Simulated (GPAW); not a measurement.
Runs of GPAW 26.7.0 on CdSe. Symmetry: F-43m, No. 216, cubic system. The conventional cell has a = 6.141 Å, b = 6.141 Å, c = 6.141 Å, α = 90.00°, β = 90.00°, γ = 90.00°. Around Cd (site symmetry -43m) lie 4 Se at 2.66 Å. Around Se (site symmetry -43m) lie 4 Cd at 2.66 Å. Measurements of this composition are mostly on another form, of space group No. 186.

```csv
task,level,potentials or basis,spin,k mesh,cutoff (eV),eigensolver,maxiter,band path,band points,spin axis theta (degrees),other keys,gap on the mesh (eV),pressure (GPa)
band structure,TPSS,"GPAW PAW data sets (gpaw-data 1.2.1), pw","SOC, no magnetisation",6 × 6 × 6,600,davidson,150,"GXWKGLUWLK,UX",60,0,-,(b),0.7
band structure,PBE,"SG15 ONCV 1.2, pw",off,6 × 6 × 6,1100,-,150,"GXWKGLUWLK,UX",100,-,-,0.54,(a)
single point,PBE,"GPAW PAW data sets (gpaw-data 1.2.1), pw",off,6 × 6 × 6,700,-,80,-,-,-,"several, not listed",0.54,1.1
band structure,rSCAN,"GPAW PAW data sets (gpaw-data 1.2.1), pw","SOC, no magnetisation",6 × 6 × 6,600,-,150,"GXWKGLUWLK,UX",80,0,-,0.85,-0.4
band structure,PBE,"PAW data sets generated in the run's folder for this functional, pw",off,6 × 6 × 6,600,-,150,"GXWKGLUWLK,UX",80,-,-,0.54,1.1
single point,PBE,"GPAW PAW data sets (gpaw-data 1.2.1), pw",off,5 × 5 × 5,600,-,80,-,-,-,"several, not listed",0.54,1.1
```

Alike in all rows: cell as given; smearing fermi-dirac 0.05 eV.

Task: Estimate the missing entries.

Result: (a) 1.5; (b) 0.63.

Caveats: spin-orbit coupling was added after a scalar SCF, so levels and gaps hold it while energy, forces, pressure and moments don't (some runs); this program's spin-orbit splittings come out too wide for heavy elements (some runs); the PAW data sets were made with another functional, which shifts forces and pressure a little (some runs).

A k mesh can miss the band edges, and rows without SOC leave out spin-orbit coupling on Cd, Se.

The runs don't all hold the same shells in valence.
